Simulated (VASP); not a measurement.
Write the native input for VASP 6.6.1 that does the following.

- Task: band structure
- Functional: PBE
- Potentials or basis: VASP PAW PBE potentials, release 64 (Zr_sv, O)
- Cutoff: 520 eV
- k mesh: 10 × 10 × 10
- Occupations: gaussian, width 0.02 eV
- Spin: non-collinear spin, zero start, spin-orbit coupling
- Starting moments: [[0.0, 0.0, 0.0], [0.0, 0.0, 0.0], [0.0, 0.0, 0.0]] μB
- Further INCAR settings: ALGO = Normal; EDIFF = 1e-06; NBANDS = 37

The system is ZrO2.

```
Zr O
1.0
     0.00000    2.55857    2.55857
     2.55857    0.00000    2.55857
     2.55857    2.55857    0.00000
Zr O
1 2
Direct
  0.00000 0.00000 0.00000
  0.25000 0.25000 0.25000
  0.75000 0.75000 0.75000
```

The cell was built by a generator and needn't be a form met in nature.

The input as run:

POSCAR

```
ZrO2                                    
1.0
   -0.0000000000      2.5585688976      2.5585688976
    2.5585688976     -0.0000000000      2.5585688976
    2.5585688976      2.5585688976     -0.0000000000
  Zr              O             
     1     2
Direct
     0.0000000000000000    0.0000000000000000    0.0000000000000000
     0.2500000000000000    0.2500000000000000    0.2500000000000000
     0.7500000000000000    0.7500000000000000    0.7500000000000000
```

INCAR.step1

```
PREC = Accurate
ENCUT = 520
EDIFF = 1E-6
ISMEAR = 0
SIGMA = 0.02
LREAL = F
LASPH = T
NELM = 60
ALGO = Normal
ISIF = 2
LWAVE = F
LCHARG = T
MAGMOM = 0 0 0 0 0 0 0 0 0
LORBIT = 11
LSORBIT = T
GGA_COMPAT = F
LMAXMIX = 4
GGA = PE
NBANDS = 37
```

KPOINTS.step1

```
regular mesh
0
Gamma
  10 10 10
```

INCAR.step2

```
PREC = Accurate
ENCUT = 520
EDIFF = 1E-6
ISMEAR = 0
SIGMA = 0.05
LREAL = F
LASPH = T
NELM = 60
ALGO = Normal
ISIF = 2
LWAVE = F
LCHARG = F
MAGMOM = 0 0 0 0 0 0 0 0 0
LORBIT = 11
LSORBIT = T
GGA_COMPAT = F
LMAXMIX = 4
GGA = PE
NBANDS = 37
ICHARG = 11
```

KPOINTS.step2

```
path GXWKGLUWLK,UX
15
line-mode
reciprocal
 0.0000000000  0.0000000000  0.0000000000  G
 0.5000000000  0.0000000000  0.5000000000  X

 0.5000000000  0.0000000000  0.5000000000  X
 0.5000000000  0.2500000000  0.7500000000  W

 0.5000000000  0.2500000000  0.7500000000  W
 0.3750000000  0.3750000000  0.7500000000  K

 0.3750000000  0.3750000000  0.7500000000  K
 0.0000000000  0.0000000000  0.0000000000  G

 0.0000000000  0.0000000000  0.0000000000  G
 0.5000000000  0.5000000000  0.5000000000  L

 0.5000000000  0.5000000000  0.5000000000  L
 0.6250000000  0.2500000000  0.6250000000  U

 0.6250000000  0.2500000000  0.6250000000  U
 0.5000000000  0.2500000000  0.7500000000  W

 0.5000000000  0.2500000000  0.7500000000  W
 0.5000000000  0.5000000000  0.5000000000  L

 0.5000000000  0.5000000000  0.5000000000  L
 0.3750000000  0.3750000000  0.7500000000  K

 0.6250000000  0.2500000000  0.6250000000  U
 0.5000000000  0.0000000000  0.5000000000  X
```

Potentials or basis: VASP PAW PBE potentials, release 64 (Zr_sv, O).

The run is started by

```sh
$ cat potpaw_PBE.64/Zr_sv/POTCAR potpaw_PBE.64/O/POTCAR > POTCAR
$ cp INCAR.step1 INCAR
$ cp KPOINTS.step1 KPOINTS
$ mpirun -np 1 vasp_ncl > vasp.out
$ cp INCAR.step2 INCAR
$ cp KPOINTS.step2 KPOINTS
$ mpirun -np 1 vasp_ncl > vasp.out
```

It gave:

- Net moment: 0.00 μB per cell

Caveat: the log is that of the step along the path at fixed density, whose energy, stress, charges and moments have no meaning.

Wall time 3 min on 1 thread of Intel(R) Xeon(R) 6975P-C (Granite Rapids), on a shared host, peak memory 0.41 GiB.
